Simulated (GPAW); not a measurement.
Here is a GPAW 26.7.0 calculation.

The input run.py:

```python
from ase import Atoms
from ase.dft.bandgap import bandgap
from ase.io import write
from ase.units import GPa
from gpaw import GPAW, PW

atoms = Atoms(['Zn', 'S'],
              cell=[[0.0, 2.702, 2.702],
                    [2.702, 0.0, 2.702],
                    [2.702, 2.702, 0.0]],
              scaled_positions=[[0.75, 0.75, 0.75],
                                [0.0, 0.0, 0.0]],
              pbc=True)

calc = GPAW(mode=PW(600),
            xc='PBE',
            kpts={'size': (9, 9, 9), 'gamma': True},
            occupations={'name': 'methfessel-paxton', 'order': 0, 'width': 0.025},
            nbands=18,
            convergence={'density': 1e-05, 'energy': 1e-05},
            maxiter=150,
            txt='gpaw.txt')
atoms.calc = calc
energy = atoms.get_potential_energy()
forces = atoms.get_forces()
stress = atoms.get_stress()
calc.write('gs.gpw')
write('result.traj', atoms)
print(f'Energy: {energy:.6f} eV')
print('Forces (eV/A):')
print(forces.round(4))
print('Stress (GPa):', (stress / GPa).round(3))
print('Fermi level:', round(calc.get_fermi_level(), 4), 'eV')
print(f'Gap: {bandgap(calc)[0]:.4f} eV, direct: {bandgap(calc, direct=True)[0]:.4f} eV')
```

Potentials or basis: GPAW PAW data sets (gpaw-data 1.2.1), pw.

Command:

```console
$ OMP_NUM_THREADS=1 python run.py
```

**Question.** What does it give for the band gap on the k mesh?

**Answer.** 2.10 eV, direct.

**Question.** Estimate the pressure.

**Answer.** 1.6 GPa.

**What was measured.**

“Electronic, vibrational, and thermodynamic properties of ZnS (zincblende and rocksalt structure)”, 2009, arxiv:0911.5022 quotes, for a bulk crystal of ZnS at 19 K: band gap 3.85 eV (direct).

A measured gap of ZnS is 3.85 eV (direct; 19 K; quoted in “Electronic, vibrational, and thermodynamic properties of ZnS (zincblende and rocksalt structure)”, 2009, arxiv:0911.5022); the calculated 2.10 eV misses it by -1.75 eV. The value is that of PBE, without temperature or zero-point motion. Semilocal functionals fall short of measured gaps as a rule.
